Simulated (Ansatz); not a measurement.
## A strain series on MgTe (wurtzite): epitaxial in the xy plane

Wurtzite MgTe, relaxed with r2SCAN in the PAW code Ansatz, then strained (epitaxial in the xy plane; changes of length per length, axes as in the cell below) with the atoms relaxed again within the symmetry that is left. It is hexagonal, P6_3mc (No. 186); conventional cell a = 4.578 Å, c = 7.455 Å, 33.82 Å³ an atom. Around Mg lie 4 Te at 2.80 Å; around Te lie 4 Mg at 2.80 Å. Spin-unpolarised throughout; all numbers are computed.

```
Mg Te
1.0
     4.57764    0.00000    0.00000
    -2.28882    3.96435    0.00000
     0.00000    0.00000    7.45509
Mg Te
2 2
Direct
  0.33333 0.66667 0.99939
  0.66667 0.33333 0.49939
  0.33333 0.66667 0.37561
  0.66667 0.33333 0.87561
```

Gaps are the least over each mesh (PBE 6×6×4, r2SCAN 6×6×4, HSE06 6×6×2 when unstrained) and the special points, which keep their unstrained names; stress is the change from the unstrained cell, compression positive.

| strain (%) | free normal strain (%) | gap, PBE (eV) | gap, r2SCAN (eV) | gap, HSE06 (eV) | edges, HSE06 | in-plane stress, r2SCAN (GPa) | energy rise, r2SCAN (meV/atom) |
| --- | --- | --- | --- | --- | --- | --- | --- |
| -4.0 | +3.22 | 2.370 | 3.050 | 3.218 | Γ | +2.90 | 23.5 |
| -3.0 | +2.43 | 2.422 | 3.110 | 3.273 | Γ | +2.13 | 13.0 |
| -2.0 | +1.62 | 2.453 | 3.148 | 3.307 | Γ | +1.38 | 5.7 |
| -1.0 | +0.80 | 2.468 | 3.166 | 3.322 | Γ | +0.68 | 1.4 |
| 0.0 | 0.00 | 2.461 | 3.160 | 3.317 | Γ–K (0.02) → Γ | 0.00 | 0.0 |
| +1.0 | -0.83 | 2.346 | 3.039 | 3.196 | Γ | -0.65 | 1.4 |
| +2.0 | -1.62 | 2.230 | 2.917 | 3.072 | Γ | -1.27 | 5.5 |
| +3.0 | -2.41 | 2.117 | 2.797 | 2.951 | Γ | -1.85 | 12.2 |
| +4.0 | -3.30 | 2.008 | 2.681 | 2.834 | Γ | -2.39 | 21.2 |

Between zero and the nearest strains the slope of the HSE06 gap against strain is -0.005 eV per percent for negative and -0.122 for positive strain.

No spin-orbit coupling is included; it can move band edges with weight on the heavy atoms by tenths of an eV.

Where an edge lies off the special points, it is a point of the mesh or the k point where a search put PBE's edge or least direct gap, reused for the other functionals, whose own edges may lie a little apart.

The meshes of the hybrids are coarse, so their gaps aren't converged to the digits shown.
